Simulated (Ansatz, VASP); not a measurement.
BP in VASP and in Ansatz

Contents of INCAR:

```
SYSTEM = BP
ALGO     = Normal         ! electronic algorithm
EDIFF    = 1E-6           ! SCF threshold, eV
ENCUT    = 520            ! plane-wave cutoff, eV
GGA      = PE             ! functional
ISIF     = 2              ! what is computed and relaxed
ISMEAR   = -1             ! smearing method
IVDW     = 12             ! dispersion correction
LASPH    = .True.         ! aspherical terms in the spheres
LCHARG   = .False.        ! write CHGCAR
LREAL    = .False.        ! projectors in reciprocal space
LWAVE    = .False.        ! write WAVECAR
NBANDS   = 11             ! bands
NELM     = 80             ! most SCF steps
PREC     = Accurate       ! precision mode
SIGMA    = 0.05           ! smearing width, eV
```

Contents of KPOINTS:

```
k-points
0
Gamma
  10 10 10
  0 0 0
```

The input POSCAR:

```
BP
1.0
    0.0000000000      2.2840269280      2.2840269280
    2.2840269280      0.0000000000      2.2840269280
    2.2840269280      2.2840269280      0.0000000000
P B
1 1
Direct
    0.7500000000      0.7500000000      0.7500000000
    0.0000000000      0.0000000000      0.0000000000
```

input.yaml

```yaml
crystal:
  lattice:
    - [0.0, 2.284026928, 2.284026928]
    - [2.284026928, 0.0, 2.284026928]
    - [2.284026928, 2.284026928, 0.0]
  atoms:
    - { symbol: P, position: [0.75, 0.75, 0.75] }
    - { symbol: B, position: [0.0, 0.0, 0.0] }
hamiltonian:
  xc: pbe
  pseudopotentials: { kind: paw }
  dispersion: d3bj
kpoints:
  mp_grid: { grid: [10, 10, 10] }
scf:
  occupations: { method: fermi_dirac, width: 0.05 }
output:
  forces: true
  stress: true
  eigenvalues: true
```

Alike in both runs: task single point; functional PBE; dispersion D3(BJ); k mesh 10 × 10 × 10; occupations fermi-dirac, width 0.05 eV; no spin polarisation.

```csv
,VASP,Ansatz
version,VASP 6.6.1,Ansatz 0.2.0
potentials or method,"VASP PAW PBE potentials, release 64 (P, B)",Ansatz PAW
plane-wave cutoff (eV),520,420
valence electrons in the cell,8,8
```

|  | VASP | Ansatz | Ansatz less VASP |
| --- | --- | --- | --- |
| gap on the k mesh at the Fermi level (eV) | 1.27 | 1.27 | +0.004 |
| least direct gap on the mesh (eV) | 3.37 | 3.38 | +0.003 |
| pressure (GPa) | -6.5 | -6.3 | +0.22 |
| dispersion energy (meV/atom) | -317.1 | -317.1 | -0.06 |

A k mesh can miss the band edges. PBE gaps usually lie below the measured ones, often by a third to a half.
